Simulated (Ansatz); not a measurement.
# Li5SbCl2 (built on the sites of a database entry of Li5NCl2): following an unstable mode, part 2 of 3

Wanted: the energy along a soft mode of Li5SbCl2 (built on the sites of a database entry of Li5NCl2) and the structure at the end.

Ansatz 0.2.0; DFT PBEsol, scalar-relativistic, plane waves, PAW.

So far. Step 4 (The mode frozen in, largest atomic shift 0.45 Å): The run ends at a pressure of 0.56 GPa, with forces up to 0.13 eV/Å. Step 5 (Energy along the mode, all amplitudes (two of the runs …): The lowest of the steps tried is at 0.45 Å, 5.22 meV/atom below the parent; the bottom of the well need not coincide with a step.

The structure was built from a prototype and need not be the compound's stable phase.

### 6. Relaxing from the distorted cell

Starting from the lowest point found, all atoms and the cell are let go, so that strain and other modes of the same symmetry can join in.

input.yaml

```yaml
crystal:
  lattice:
    - [2.2304986503, 1.2877789962, 9.3537562555]
    - [-2.2304986503, 1.2877789962, 9.3537562555]
    - [0.0, -2.5755579923, 9.3537562555]
  atoms:
    - { symbol: Li, position: [0.6164796137, 0.4417601932, 0.4417601932] }
    - { symbol: Li, position: [0.9566232811, 0.8832035433, 0.8832035433] }
    - { symbol: Li, position: [0.1412697026, 0.0678499648, 0.0678499648] }
    - { symbol: Li, position: [0.6897983008, 0.6881619049, 0.6881619049] }
    - { symbol: Li, position: [0.3123835604, 0.3107471645, 0.3107471645] }
    - { symbol: Sb, position: [-0.0005943962, 0.0002971981, 0.0002971981] }
    - { symbol: Cl, position: [0.187344996, 0.2176097548, 0.2176097548] }
    - { symbol: Cl, position: [0.7723019923, 0.8025667511, 0.8025667511] }
kpoints:
  mp_grid: { grid: [9, 9, 9] }
hamiltonian:
  xc: pbesol
scf:
  occupations: { method: methfessel_paxton, width: 0.2 }
output:
  forces: true
  stress: true
  eigenvalues: true
relax:
  adjacent_minimum: "off"
  f_tol: 0.002
  max_steps: 120
  cell: { stress_tol: 0.03 }
```

Run with:

```sh
$ ansatz run input.yaml --threads 8 --pin off --max-ram 14336MiB --backend cpu --events-out ev --progress --plain --runs-dir out
```

Numbers of over 12 decimals in the logs are rounded to 6 here.

What it wrote:

```text
[...]
Crystal: 8 atoms, lattice volume = 161.206 Å³
Basis set: ecut = 420 eV, 3163 PW (Γ), FFT grids on a1−a3, a2−a3, a3, exchange–correlation on 60×60×144 points (8 copies of the dense FFT grid, shifted against one another)
Bands: 30, of which v1, the nominal top of the filled ones, is band 22 counted from 1 (21 counted from 0)
Symmetry: 2 space group operations
[...]
k-points: 205 of 729 (time reversal used)
[...]
SCF iter   1: F=—  HF=-9552.976059 eV  |F-HF|=—  |Δ(HF+E_count)|=         —  Δρ=4.02e-3  dr2=1.83e-1  ethr=1.77e-3  ⟨swp⟩=7.3  Hψ=30266  notcnv=0
[...]
SCF iter   9: F=-9552.910289 eV  HF=-9552.910289 eV  |F-HF|=4.31e-9  |Δ(HF+E_count)|=   3.34e-8  S|Δr|=    0.00e0  Δρ=1.84e-6  dr2=2.26e-8  ethr=2.27e-10  ⟨swp⟩=10.6  Hψ=27748  notcnv=0
SCF 1 converged in 9 iterations: F = -9552.910289 eV  dr2 = 2.26e-8
[...]
relax step   1: F+E_penalty+E_count = -9552.91028896 eV  Δ(F+E_penalty+E_count) = +0.000e0 eV  max|allowed force component| = 1.243e-1 eV/Å  Δτ_max = 0.0000 Å  P = +0.562 GPa  Ω = 161.206 Å³  (9 SCF iters, dr2 threshold 1.00e-7 eV, accepted)
Crystal: 8 atoms, lattice volume = 167.431 Å³
Basis set: ecut = 420 eV, 3283 PW (Γ), FFT grids on a1−a3, a2−a3, a3, exchange–correlation on 60×60×144 points (8 copies of the dense FFT grid, shifted against one another)
[...]
iter 1 solved again at ethr=3.58e-4 eV; its pass at ethr=3.10e-3 eV (dr2=1.57e-1 eV) is discarded
[...]
SCF iter   7: F=-9552.942804 eV  HF=-9552.942804 eV  |F-HF|=1.41e-8  |Δ(HF+E_count)|=   2.64e-7  S|Δr|=    0.00e0  Δρ=4.58e-6  dr2=7.72e-8  ethr=1.82e-9  ⟨swp⟩=5.0  Hψ=23001  notcnv=0
SCF 2 converged in 7 iterations: F = -9552.942804 eV  dr2 = 7.72e-8
relax step   2: F+E_penalty+E_count = -9552.94280388 eV  Δ(F+E_penalty+E_count) = -3.251e-2 eV  max|allowed force component| = 1.352e-1 eV/Å  Δτ_max = 0.0908 Å  P = -0.006 GPa  Ω = 167.431 Å³  energy of the carried Pulay correction = -2.886e-4 eV  (7 SCF iters, dr2 threshold 8.00e-7 eV, accepted)
Crystal: 8 atoms, lattice volume = 171.546 Å³
Basis set: ecut = 420 eV, 3367 PW (Γ), FFT grids on a1−a3, a2−a3, a3, exchange–correlation on 60×60×144 points (8 copies of the dense FFT grid, shifted against one another)
[...]
SCF iter   8: F=-9552.973335 eV  HF=-9552.973335 eV  |F-HF|=9.32e-8  |Δ(HF+E_count)|=   1.77e-6  S|Δr|=    0.00e0  Δρ=1.15e-5  dr2=5.75e-7  ethr=1.82e-9  ⟨swp⟩=8.1  Hψ=31517  notcnv=0
SCF 3 converged in 8 iterations: F = -9552.973335 eV  dr2 = 5.75e-7
relax step   3: F+E_penalty+E_count = -9552.97333470 eV  Δ(F+E_penalty+E_count) = -3.053e-2 eV  max|allowed force component| = 1.206e-1 eV/Å  Δτ_max = 0.1108 Å  P = -0.226 GPa  Ω = 171.546 Å³  energy of the carried Pulay correction = -4.735e-4 eV  (8 SCF iters, dr2 threshold 8.00e-7 eV, accepted)
[... from here on, the SCF cycles and remarks between the steps are left out ...]
relax step   4: F+E_penalty+E_count = -9553.00954231 eV  Δ(F+E_penalty+E_count) = -3.621e-2 eV  max|allowed force component| = 5.857e-2 eV/Å  Δτ_max = 0.1962 Å  P = -0.154 GPa  Ω = 176.611 Å³  energy of the carried Pulay correction = -6.949e-4 eV  (9 SCF iters, dr2 threshold 8.00e-7 eV, accepted)
relax step   5: F+E_penalty+E_count = -9553.01299276 eV  Δ(F+E_penalty+E_count) = -3.450e-3 eV  max|allowed force component| = 1.063e-1 eV/Å  Δτ_max = 0.1386 Å  P = +0.192 GPa  Ω = 178.117 Å³  energy of the carried Pulay correction = -7.594e-4 eV  (7 SCF iters, dr2 threshold 3.96e-7 eV, accepted)
relax step   6: F+E_penalty+E_count = -9553.02251839 eV  Δ(F+E_penalty+E_count) = -9.526e-3 eV  max|allowed force component| = 2.899e-2 eV/Å  Δτ_max = 0.0471 Å  P = +0.088 GPa  Ω = 178.730 Å³  energy of the carried Pulay correction = -7.855e-4 eV  (8 SCF iters, dr2 threshold 8.00e-7 eV, accepted)
relax step   7: F+E_penalty+E_count = -9553.03548805 eV  Δ(F+E_penalty+E_count) = -1.297e-2 eV  max|allowed force component| = 5.833e-2 eV/Å  Δτ_max = 0.1360 Å  P = -0.012 GPa  Ω = 183.597 Å³  energy of the carried Pulay correction = -9.896e-4 eV  (9 SCF iters, dr2 threshold 3.50e-7 eV, accepted)
relax step   8: F+E_penalty+E_count = -9553.05013648 eV  Δ(F+E_penalty+E_count) = -1.465e-2 eV  max|allowed force component| = 9.736e-2 eV/Å  Δτ_max = 0.1913 Å  P = -0.110 GPa  Ω = 191.365 Å³  energy of the carried Pulay correction = -1.304e-3 eV  (11 SCF iters, dr2 threshold 2.13e-7 eV, accepted)
relax step   9: F+E_penalty+E_count = -9553.07310458 eV  Δ(F+E_penalty+E_count) = -2.297e-2 eV  max|allowed force component| = 8.628e-2 eV/Å  Δτ_max = 0.2000 Å  P = +0.110 GPa  Ω = 196.111 Å³  energy of the carried Pulay correction = -1.489e-3 eV  (7 SCF iters, dr2 threshold 5.92e-7 eV, accepted)
relax step  10: F+E_penalty+E_count = -9553.05708363 eV  Δ(F+E_penalty+E_count) = +1.602e-2 eV  max|allowed force component| = 2.977e-1 eV/Å  Δτ_max = 0.1965 Å  P = -0.436 GPa  Ω = 203.134 Å³  energy of the carried Pulay correction = -1.754e-3 eV  (8 SCF iters, dr2 threshold 4.65e-7 eV, rejected (line search))
relax step  11: F+E_penalty+E_count = -9553.08331934 eV  Δ(F+E_penalty+E_count) = -1.021e-2 eV  max|allowed force component| = 5.972e-2 eV/Å  Δτ_max = 0.0982 Å  P = +0.077 GPa  Ω = 196.627 Å³  energy of the carried Pulay correction = -1.509e-3 eV  (11 SCF iters, accepted)
relax step  12: F+E_penalty+E_count = -9553.09179866 eV  Δ(F+E_penalty+E_count) = -8.479e-3 eV  max|allowed force component| = 2.846e-2 eV/Å  Δτ_max = 0.0978 Å  P = -0.021 GPa  Ω = 197.488 Å³  energy of the carried Pulay correction = -1.542e-3 eV  (6 SCF iters, dr2 threshold 2.23e-7 eV, accepted)
relax step  13: F+E_penalty+E_count = -9553.10041090 eV  Δ(F+E_penalty+E_count) = -8.612e-3 eV  max|allowed force component| = 3.013e-2 eV/Å  Δτ_max = 0.1500 Å  P = -0.015 GPa  Ω = 197.883 Å³  energy of the carried Pulay correction = -1.557e-3 eV  (7 SCF iters, dr2 threshold 5.06e-8 eV, accepted)
relax step  14: F+E_penalty+E_count = -9553.10776786 eV  Δ(F+E_penalty+E_count) = -7.357e-3 eV  max|allowed force component| = 8.140e-2 eV/Å  Δτ_max = 0.1952 Å  P = -0.308 GPa  Ω = 198.925 Å³  energy of the carried Pulay correction = -1.597e-3 eV  (8 SCF iters, dr2 threshold 5.67e-8 eV, accepted)
relax step  15: F+E_penalty+E_count = -9553.12243848 eV  Δ(F+E_penalty+E_count) = -1.467e-2 eV  max|allowed force component| = 1.220e-1 eV/Å  Δτ_max = 0.1955 Å  P = -0.438 GPa  Ω = 197.369 Å³  energy of the carried Pulay correction = -1.537e-3 eV  (6 SCF iters, dr2 threshold 6.27e-7 eV, accepted)
[...]
relax step  19: F+E_penalty+E_count = -9553.45602470 eV  Δ(F+E_penalty+E_count) = -1.054e-1 eV  max|allowed force component| = 1.890e-1 eV/Å  Δτ_max = 0.1944 Å  P = -1.138 GPa  Ω = 179.996 Å³  energy of the carried Pulay correction = -8.392e-4 eV  (7 SCF iters, dr2 threshold 8.00e-7 eV, accepted)
relax step  20: F+E_penalty+E_count = -9553.58231129 eV  Δ(F+E_penalty+E_count) = -1.263e-1 eV  max|allowed force component| = 1.333e-1 eV/Å  Δτ_max = 0.1943 Å  P = -0.468 GPa  Ω = 171.007 Å³  energy of the carried Pulay correction = -4.495e-4 eV  (7 SCF iters, dr2 threshold 8.00e-7 eV, accepted)
relax step  21: F+E_penalty+E_count = -9553.66224695 eV  Δ(F+E_penalty+E_count) = -7.994e-2 eV  max|allowed force component| = 1.103e-1 eV/Å  Δτ_max = 0.1924 Å  P = +0.224 GPa  Ω = 162.716 Å³  energy of the carried Pulay correction = -7.102e-5 eV  (7 SCF iters, dr2 threshold 8.00e-7 eV, accepted)
relax step  22: F+E_penalty+E_count = -9553.76481644 eV  Δ(F+E_penalty+E_count) = -1.026e-1 eV  max|allowed force component| = 1.268e-1 eV/Å  Δτ_max = 0.1897 Å  P = +0.610 GPa  Ω = 155.545 Å³  energy of the carried Pulay correction = +2.723e-4 eV  (7 SCF iters, dr2 threshold 8.00e-7 eV, accepted)
relax step  23: F+E_penalty+E_count = -9553.77166873 eV  Δ(F+E_penalty+E_count) = -6.852e-3 eV  max|allowed force component| = 5.787e-1 eV/Å  Δτ_max = 0.1859 Å  P = +1.229 GPa  Ω = 150.410 Å³  energy of the carried Pulay correction = +5.279e-4 eV  (7 SCF iters, dr2 threshold 8.00e-7 eV, accepted)
relax step  24: F+E_penalty+E_count = -9553.83326588 eV  Δ(F+E_penalty+E_count) = -6.160e-2 eV  max|allowed force component| = 1.011e-1 eV/Å  Δτ_max = 0.1159 Å  P = +0.130 GPa  Ω = 154.963 Å³  energy of the carried Pulay correction = +3.008e-4 eV  (6 SCF iters, dr2 threshold 8.00e-7 eV, accepted)
relax step  25: F+E_penalty+E_count = -9553.83520616 eV  Δ(F+E_penalty+E_count) = -1.940e-3 eV  max|allowed force component| = 8.313e-2 eV/Å  Δτ_max = 0.1108 Å  P = -0.120 GPa  Ω = 155.931 Å³  energy of the carried Pulay correction = +2.534e-4 eV  (6 SCF iters, dr2 threshold 6.39e-7 eV, accepted)
relax step  26: F+E_penalty+E_count = -9553.83768654 eV  Δ(F+E_penalty+E_count) = -2.480e-3 eV  max|allowed force component| = 4.504e-2 eV/Å  Δτ_max = 0.0457 Å  P = +0.093 GPa  Ω = 154.522 Å³  energy of the carried Pulay correction = +3.226e-4 eV  (6 SCF iters, dr2 threshold 4.32e-7 eV, accepted)
relax step  27: F+E_penalty+E_count = -9553.83869186 eV  Δ(F+E_penalty+E_count) = -1.005e-3 eV  max|allowed force component| = 4.004e-3 eV/Å  Δτ_max = 0.0204 Å  P = -0.001 GPa  Ω = 155.158 Å³  energy of the carried Pulay correction = +2.913e-4 eV  (6 SCF iters, dr2 threshold 1.27e-7 eV, accepted)
relax step  28: F+E_penalty+E_count = -9553.83870455 eV  Δ(F+E_penalty+E_count) = -1.269e-5 eV  max|allowed force component| = 1.207e-3 eV/Å  Δτ_max = 0.0033 Å  P = +0.000 GPa  Ω = 155.178 Å³  energy of the carried Pulay correction = +2.903e-4 eV  (6 SCF iters, dr2 threshold 1.00e-9 eV, accepted)
Basis set: ecut = 420 eV, 3025 PW (Γ), FFT grids on a1−a3, a2−a3, a3, exchange–correlation on 64×64×128 points (8 copies of the dense FFT grid, shifted against one another)
[...]
SCF iter   1: F=—  HF=-9553.838279 eV  |F-HF|=—  |Δ(HF+E_count)|=         —  Δρ=3.54e-5  dr2=1.86e-7  ethr=9.26e-7  ⟨swp⟩=2.8  Hψ=44150  notcnv=0
eigensolver tolerance schedule: the retry pair's looser diagonalisation over-reported the residual by 2183.79 of it (diagonalisation noise at 1.88 of the residual, at the tolerance the schedule requests for it); recorded, not acted on — ethr = c·dr2/N_el stays at c = 1.0e-1
[...]
SCF iter   2: F=—  HF=-9553.838364 eV  |F-HF|=—  |Δ(HF+E_count)|=   8.48e-5  S|Δr|=    0.00e0  Δρ=1.84e-5  dr2=5.01e-8  ethr=4.24e-10  ⟨swp⟩=3.0  Hψ=12751  notcnv=0
[...]
SCF iter   6: F=-9553.838368 eV  HF=-9553.838368 eV  |F-HF|=0.00e0  |Δ(HF+E_count)|=  1.82e-11  S|Δr|=    0.00e0  Δρ=3.95e-8  dr2=2.58e-12  ethr=1.00e-12  ⟨swp⟩=7.1  Hψ=28145  notcnv=0
SCF 29 converged in 6 iterations: F = -9553.838368 eV  dr2 = 2.58e-12
relax step  29: F+E_penalty+E_count = -9553.83836764 eV  Δ(F+E_penalty+E_count) = +3.369e-4 eV  max|allowed force component| = 1.215e-3 eV/Å  Δτ_max = 0.0000 Å  P = +0.001 GPa  Ω = 155.178 Å³  stress off target by 3.90e-3 GPa  SCF on the basis re-selected at this cell (its energy is not comparable with the rows above)  (6 SCF iters)
basis re-selected at this cell: Δ(F+E_penalty+E_count) = +3.369e-4 eV, ΔP = +0.001 GPa vs the last step (what re-selecting the basis moved, of the pressure what is left beyond the Pulay correction that the steps carried, after the strain that the cell walked since its last selection, with what the two solves' SCF thresholds leave and, on support functions, any second-order correction that the steps lacked; it is no measure of the basis error at this ecutwfc). The dense FFT grid was sized anew with the basis: this SCF ran on 32×32×64 points, the steps before it on 30×30×72, so part of this shift can come from that change (see relax.cell in the input reference). [rest of the remark cut]
SCF converged after 6 iterations
[...]
Free energy (F): -9553.838368 eV
[...]
Internal energy: -9553.838368 eV  (E = F + TS)
E sigma→0 (E₀):  -9553.838368 eV
Entropy (-TS):   0.000001 eV (0.000 meV/atom)
Fermi energy:    5.053091 eV
Step filling:    the computed levels leave a gap of 1.2474 eV = 6.2 smearing widths at the electron count; against every level under it full and every level over it empty, smearing changes F+E_penalty+E_count by +3.38e-5 meV and its σ→0 estimate by -1.42e-4 meV
[...]
--- Forces (eV/Å), atoms counted from 1 ---
  atom   1  Li     0.00007836     0.00004524    -0.00004304
  atom   2  Li     0.00012953     0.00007478    -0.00059685
  atom   3  Li    -0.00017146    -0.00009899    -0.00034322
  atom   4  Li     0.00003850     0.00002223     0.00121520
  atom   5  Li     0.00020333     0.00011739    -0.00014382
  atom   6  Sb    -0.00013134    -0.00007583    -0.00008737
  atom   7  Cl    -0.00015229    -0.00008793     0.00014870
  atom   8  Cl     0.00000432     0.00000249    -0.00014799
  max |Σ_I F_I| component: 1.61e-6 eV/Å
--- Stress (GPa, compression-positive) ---
       -0.001083      -0.002878       0.001322
       -0.002878       0.002241       0.000763
        0.001323       0.000764       0.000988
  P = ⅓ Tr σ = 0.0007 GPa (0.007 kbar)
--- Band table (eV; the first three rows and the last of 205) ---
  k-point 0: bands = [... 18 lower, 0.0556, 2.7930, 4.3730, 4.3752, 5.6347, 7.3405, 7.3442, 7.6707, ... 4 higher]
  k-point 1: bands = [... 18 lower, 0.0496, 2.7881, 3.8086, 4.1468, 5.8344, 7.3640, 7.7558, 7.9313, ... 4 higher]
  k-point 2: bands = [... 18 lower, 0.0263, 2.6936, 2.9562, 3.7204, 6.2849, 7.1830, 7.9451, 8.4712, ... 4 higher]
  k-point 204: bands = [... 18 lower, -0.0353, 1.6207, 3.0159, 3.1728, 6.2726, 7.2172, 7.7862, 8.4294, ... 4 higher]
--- Relaxed structure (28 steps of the walk, 27 accepted, 1 SCFs on fresh bases) ---
  F+E_penalty+E_count = -9553.83836764 eV   max|allowed force component| = 1.215e-3 eV/Å   (the final SCF, on the basis selected at the relaxed cell)
  cell:  # Å, volume = 155.1784 Å³
    - [2.250026, 1.299053, 8.839093]
    - [-2.252779, 1.298166, 8.839871]
    - [-0.0021449, -2.600047, 8.839871]
  atoms:
    - { symbol: Li, position: [0.994149, 0.210995, 0.210995] }
    - { symbol: Li, position: [0.764113, 0.981269, 0.981269] }
    - { symbol: Li, position: [0.587197, -0.195653, -0.195653] }
    - { symbol: Li, position: [0.492446, 0.710154, 0.710154] }
    - { symbol: Li, position: [0.192696, 0.410027, 0.410027] }
    - { symbol: Sb, position: [-0.122956, 0.094338, 0.094338] }
    - { symbol: Cl, position: [0.094756, 0.311003, 0.311003] }
    - { symbol: Cl, position: [0.673206, 0.890063, 0.890063] }
```

It took 8.1 min on 8 threads of Arm Neoverse V1, shared host; peak memory 1.4 GiB; 64 min of CPU time.

The steps of the relaxation (22 of 29):

| step | energy less that of the first step (eV) | largest force component (eV/Å) | pressure (GPa) | volume (Å³) |
| --- | --- | --- | --- | --- |
| 1 | 0.0000 | 0.1243 | 0.56 | 161.21 |
| 2 | -0.0325 | 0.1352 | -0.01 | 167.43 |
| 4 | -0.0993 | 0.0586 | -0.15 | 176.61 |
| 5 | -0.1027 | 0.1063 | 0.19 | 178.12 |
| 6 | -0.1122 | 0.0290 | 0.09 | 178.73 |
| 8 | -0.1398 | 0.0974 | -0.11 | 191.37 |
| 9 | -0.1628 | 0.0863 | 0.11 | 196.11 |
| 10 | -0.1468 | 0.2977 | -0.44 | 203.13 |
| 12 | -0.1815 | 0.0285 | -0.02 | 197.49 |
| 13 | -0.1901 | 0.0301 | -0.02 | 197.88 |
| 14 | -0.1975 | 0.0814 | -0.31 | 198.92 |
| 16 | -0.2618 | 0.1078 | -0.62 | 193.79 |
| 17 | -0.3377 | 0.1328 | -0.85 | 189.98 |
| 18 | -0.4404 | 0.1476 | -1.08 | 185.38 |
| 20 | -0.6720 | 0.1333 | -0.47 | 171.01 |
| 21 | -0.7520 | 0.1103 | 0.22 | 162.72 |
| 22 | -0.8545 | 0.1268 | 0.61 | 155.54 |
| 24 | -0.9230 | 0.1011 | 0.13 | 154.96 |
| 25 | -0.9249 | 0.0831 | -0.12 | 155.93 |
| 26 | -0.9274 | 0.0450 | 0.09 | 154.52 |
| 28 | -0.9284 | 0.0012 | 0.00 | 155.18 |
| 29* | -0.9281 | 0.0012 | 0.00 | 155.18 |

Relaxation steps marked * repeat the geometry before them on a plane-wave basis chosen anew for their cell, so energy and pressure can jump there. Other such steps can lie between the rows shown. Relaxation step 10 was tried and not accepted.

The run keeps the 2 symmetry operations that it works with, so distortions that break them were not tested.

| cell as run | before | after | change |
| --- | --- | --- | --- |
| a (Å) | 9.702 | 9.213 | -5.0 % |
| b (Å) | 9.702 | 9.214 | -5.0 % |
| c (Å) | 9.702 | 9.214 | -5.0 % |
| α (°) | 26.58 | 28.28 | +6.4 % |
| β (°) | 26.58 | 28.29 | +6.4 % |
| γ (°) | 26.58 | 28.29 | +6.4 % |
| volume (Å³/atom) | 20.15 | 19.40 | -3.7 % |

The atoms that moved most (Å, as changes of fractional coordinates times the final cell):

| atom | dx | dy | dz | length |
| --- | --- | --- | --- | --- |
| Li3 | 1.598 | 0.922 | -0.717 | 1.979 |
| Li1 | 1.370 | 0.791 | -0.742 | 1.747 |
| Li4 | -0.494 | -0.285 | -1.356 | 1.471 |
| Cl7 | -0.419 | -0.242 | 0.833 | 0.963 |
| Li5 | -0.493 | -0.285 | 0.697 | 0.900 |
| Cl8 | -0.420 | -0.243 | 0.671 | 0.828 |
| Sb6 | -0.487 | -0.281 | 0.581 | 0.809 |
| Li2 | -0.654 | -0.378 | 0.032 | 0.756 |

This step gave:

* pressure: 7.15e-4 GPa
* volume per atom: 19.40 Å³
* gap on the k-mesh: 1.247 eV

The distorted start has space group Cm; the relaxation ends in R3m.

### 7. The new phase in its own primitive cell

The relaxed structure is symmetrised, reduced to its primitive cell and relaxed tightly, as its phonons need.

input.yaml

```yaml
crystal:
  lattice:
    - [2.2514025147, 1.2998478479, 8.8396118041]
    - [-2.2514025147, 1.2998478479, 8.8396118041]
    - [0.0, -2.5996956959, 8.8396118041]
  atoms:
    - { symbol: Li, position: [0.7888555182, 0.7888555182, 0.7888555182] }
    - { symbol: Li, position: [0.0186853791, 0.0186853791, 0.0186853791] }
    - { symbol: Li, position: [0.1956047735, 0.1956047735, 0.1956047735] }
    - { symbol: Li, position: [0.2899839331, 0.2899839331, 0.2899839331] }
    - { symbol: Li, position: [0.5899851965, 0.5899851965, 0.5899851965] }
    - { symbol: Sb, position: [0.9056623764, 0.9056623764, 0.9056623764] }
    - { symbol: Cl, position: [0.6886479923, 0.6886479923, 0.6886479923] }
    - { symbol: Cl, position: [0.1097912536, 0.1097912536, 0.1097912536] }
kpoints:
  mp_grid: { grid: [6, 6, 6] }
hamiltonian:
  xc: pbesol
scf:
  occupations: { method: fixed }
output:
  forces: true
  stress: true
  eigenvalues: true
relax:
  adjacent_minimum: "off"
  f_tol: 0.001
  max_steps: 60
  cell: { stress_tol: 0.01 }
```

What it wrote:

```text
[...]
Crystal: 8 atoms, lattice volume = 155.214 Å³
Basis set: ecut = 420 eV, 3029 PW (Γ), FFT grids on a1−a3, a2−a3, a3, exchange–correlation on 64×64×128 points (8 copies of the dense FFT grid, shifted against one another)
Bands: 30, of which v1, the nominal top of the filled ones, is band 22 counted from 1 (21 counted from 0)
Symmetry: 6 space group operations
[...]
atoms:
    - { symbol: Li, position: [0.788858, 0.788858, 0.788858] }
    - { symbol: Li, position: [0.018689, 0.018689, 0.018689] }
    - { symbol: Li, position: [0.195612, 0.195612, 0.195612] }
    - { symbol: Li, position: [0.289963, 0.289963, 0.289963] }
    - { symbol: Li, position: [0.589975, 0.589975, 0.589975] }
    - { symbol: Sb, position: [0.905676, 0.905676, 0.905676] }
    - { symbol: Cl, position: [0.688647, 0.688647, 0.688647] }
    - { symbol: Cl, position: [0.109797, 0.109797, 0.109797] }
[key lines of the parts left out:]
SCF converged after 10 iterations
Free energy (F): -9553.836388 eV
Fermi energy:    4.384917 eV
P = ⅓ Tr σ = -0.0009 GPa (-0.009 kbar)
```

Run time: 11 s. Hardware: 8 threads; peak memory 0.62 GiB.

Little changed from the start: no atom moved by 0.005 Å and no cell edge by 0.1 %.

Numbers from this step:

```
pressure           : -9.08e-4 GPa
gap on the k-mesh  : 1.249 eV
direct gap on mesh : 1.262 eV
```

The largest force component left is 0.21 meV/Å and the pressure is -0.001 GPa, within the tolerances set. The cell now holds 19.40 Å³/atom.

[end of part 2 of 3]

[Logs are printed without paths, hosts, clocks, repeated set-up lines and the standing remarks that a program may print on its own settings, such as how far it seeks lower states.]

[Hosts, paths, dates, database ids (printed as entryN), source tags and the programs' standing remarks are cut or masked in the printed files.]
